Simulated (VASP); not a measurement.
PbO2: band structure with PBE

The system is PbO2.

```
Pb O
1.0
     4.99496    0.00000    0.00000
     0.00000    4.99496    0.00000
     0.00000    0.00000    3.40900
Pb O
2 4
Direct
  0.50000 0.50000 0.50000
  0.00000 0.00000 0.00000
  0.69257 0.69257 0.00000
  0.80743 0.19257 0.50000
  0.19257 0.80743 0.50000
  0.30743 0.30743 0.00000
```

The cell is a database's computed one.

- Program: VASP 6.6.1
- Task: band structure
- Functional: PBE
- Potentials or basis: VASP PAW PBE potentials, release 64 (Pb_d, O)
- Cutoff: 520 eV
- k mesh: 6 × 6 × 8
- Occupations: fermi-dirac, width 0.05 eV
- Spin: no spin polarisation
- Further INCAR settings: ALGO = Normal; EDIFF = 1e-06

```
Pressure                : 6.0 GPa
Largest force           : 0.050 eV/Å
Band gap along the path : none (metal or under the smearing width)
```

Forces in eV/Å, atoms in the order of the input:
```
Pb   0.000  0.000  0.000
Pb   0.000  0.000  0.000
O    0.036  0.036  0.000
O   -0.036  0.036  0.000
O    0.036 -0.036  0.000
O   -0.036 -0.036  0.000
```

Stress tensor (GPa, compression positive):
```
5.56 0.00 0.00
0.00 5.56 0.00
0.00 0.00 6.84
```

Levels at the corners of the path, in eV from the Fermi level:
| point | band 22 | band 23 | band 24 | band 25 | band 26 | band 27 | band 28 | band 29 | band 30 | band 31 |
| --- | --- | --- | --- | --- | --- | --- | --- | --- | --- | --- |
| Γ | -0.70 | -0.65 | -0.65 | -0.64 | -0.64 | 0.03 | 4.19 | 5.84 | 5.84 | 9.64 |
| X | -1.37 | -0.69 | -0.69 | -0.43 | -0.43 | 2.35 | 2.35 | 6.45 | 6.45 | 9.73 |
| X | -1.37 | -0.69 | -0.69 | -0.43 | -0.43 | 2.35 | 2.35 | 6.45 | 6.45 | 9.73 |
| M | -1.61 | -0.71 | -0.71 | -0.53 | -0.53 | 2.76 | 2.76 | 6.71 | 6.71 | 10.06 |
| M | -1.61 | -0.71 | -0.71 | -0.53 | -0.53 | 2.76 | 2.76 | 6.71 | 6.71 | 10.06 |
| Γ | -0.70 | -0.65 | -0.65 | -0.64 | -0.64 | 0.03 | 4.19 | 5.84 | 5.84 | 9.64 |
| Γ | -0.70 | -0.65 | -0.65 | -0.64 | -0.64 | 0.03 | 4.19 | 5.84 | 5.84 | 9.64 |
| Z | -2.04 | -1.16 | -1.16 | -0.83 | -0.83 | 3.68 | 3.68 | 8.84 | 8.84 | 9.63 |
| Z | -2.04 | -1.16 | -1.16 | -0.83 | -0.83 | 3.68 | 3.68 | 8.84 | 8.84 | 9.63 |
| R | -1.11 | -0.82 | -0.82 | -0.26 | -0.26 | 3.99 | 3.99 | 7.28 | 7.28 | 9.89 |
| R | -1.11 | -0.82 | -0.82 | -0.26 | -0.26 | 3.99 | 3.99 | 7.28 | 7.28 | 9.89 |
| A | -1.91 | -0.72 | -0.72 | -0.57 | -0.57 | 2.77 | 2.77 | 8.29 | 8.29 | 9.77 |
| A | -1.91 | -0.72 | -0.72 | -0.57 | -0.57 | 2.77 | 2.77 | 8.29 | 8.29 | 9.78 |
| Z | -2.04 | -1.16 | -1.16 | -0.83 | -0.83 | 3.68 | 3.68 | 8.84 | 8.84 | 9.71 |
| X | -1.37 | -0.69 | -0.69 | -0.43 | -0.43 | 2.35 | 2.35 | 6.45 | 6.45 | 9.73 |
| R | -1.11 | -0.82 | -0.82 | -0.26 | -0.26 | 3.99 | 3.99 | 7.28 | 7.28 | 9.89 |
| M | -1.61 | -0.71 | -0.71 | -0.53 | -0.53 | 2.76 | 2.76 | 6.71 | 6.71 | 10.06 |
| A | -1.91 | -0.72 | -0.72 | -0.57 | -0.57 | 2.77 | 2.77 | 8.29 | 8.29 | 9.77 |

Run time: 4.2 min on 1 thread of Intel(R) Xeon(R) Platinum 8259CL CPU @ 2.50GHz (Skylake/Cascade Lake) (shared host), peak memory 0.3 GiB.

Caveat: spin-orbit coupling is left out, which moves the levels of the heavy elements.
